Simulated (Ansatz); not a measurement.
# AlN: the cost of one run

Method: DFT PBE, scalar-relativistic, plane waves, PAW, in Ansatz 0.2.0.

The COD entry's cell or inner coordinates are ideal or old and differ from later refinements, so a difference from it is no clean test against experiment.

2 further runs of the same task are left out: 2 set aside as unsound or not needed.

## (1) The structure to begin with

Symmetry: P6_3mc, No. 186, hexagonal system. Conventional cell: a = 3.130 Å, b = 3.130 Å, c = 5.018 Å, α = 90.00°, β = 90.00°, γ = 120.00°. Around Al (site symmetry 3m) lie 4 N at 1.90 to 1.91 Å. N (site symmetry 3m) is surrounded by 4 Al at 1.90 to 1.91 Å.

Coordinates:

```cif
data_structure
_symmetry_space_group_name_H-M 'P6_3mc'
_symmetry_Int_Tables_number 186
_cell_length_a 3.1302
_cell_length_b 3.1302
_cell_length_c 5.0180
_cell_angle_alpha 90.000
_cell_angle_beta 90.000
_cell_angle_gamma 120.000
_cell_volume 42.58
loop_
_atom_site_label
_atom_site_type_symbol
_atom_site_symmetry_multiplicity
_atom_site_Wyckoff_symbol
_atom_site_fract_x
_atom_site_fract_y
_atom_site_fract_z
_atom_site_occupancy
Al1 Al 2 b 0.33333 0.66667 0.99923 1
N1 N 2 b 0.33333 0.66667 0.38077 1
```

This cell was relaxed beforehand with the same method: volume 10.65 Å³/atom, gap on the mesh 4.03 eV.

## (2) Electronic structure at the relaxed geometry

The input, input.yaml:

```yaml
crystal:
  lattice:
    - [3.130245568, 0.0, 0.0]
    - [-1.565122784, 2.7108721819, 0.0]
    - [0.0, 0.0, 5.0179604227]
  atoms:
    - { symbol: Al, position: [0.3333333333, 0.6666666667, -0.0007713538] }
    - { symbol: Al, position: [0.6666666667, 0.3333333333, 0.4992286462] }
    - { symbol: "N", position: [0.3333333333, 0.6666666667, 0.3807713538] }
    - { symbol: "N", position: [0.6666666667, 0.3333333333, 0.8807713538] }
basis:
  ecutwfc: 420
kpoints:
  mp_grid: { grid: [9, 9, 6] }
  band_path:
    path:
      - [[0.0, 0.0, 0.0], [0.5, 0.0, 0.0], [0.33333333, 0.33333333, 0.0], [0.0, 0.0, 0.0], [0.0, 0.0, 0.5], [0.5, 0.0, 0.5], [0.33333333, 0.33333333, 0.5], [0.0, 0.0, 0.5]]
      - [[0.5, 0.0, 0.5], [0.5, 0.0, 0.0]]
      - [[0.33333333, 0.33333333, 0.5], [0.33333333, 0.33333333, 0.0]]
    npoints: 14
hamiltonian:
  xc: pbe
scf:
  occupations: { method: gaussian, width: 0.02 }
  n_extra_bands: 10
output:
  forces: true
  stress: true
  eigenvalues: true
  populations: true
  dos: { projected: true, de: 0.02, nscf_kmesh: { grid: [14, 14, 9] } }
  bader: true
  write_density: true
  write_potential: true
  elf: true
  volumetric_format: npy
```

The run is started by

```sh
$ ansatz run input.yaml --threads 1 --pin off --max-ram 2560MiB --backend cpu --events-out ev --progress --plain --runs-dir out
```

What time and memory should one allow on 1 thread of Arm Neoverse V2, shared host?

About 46 s, with a peak of 0.32 GiB.
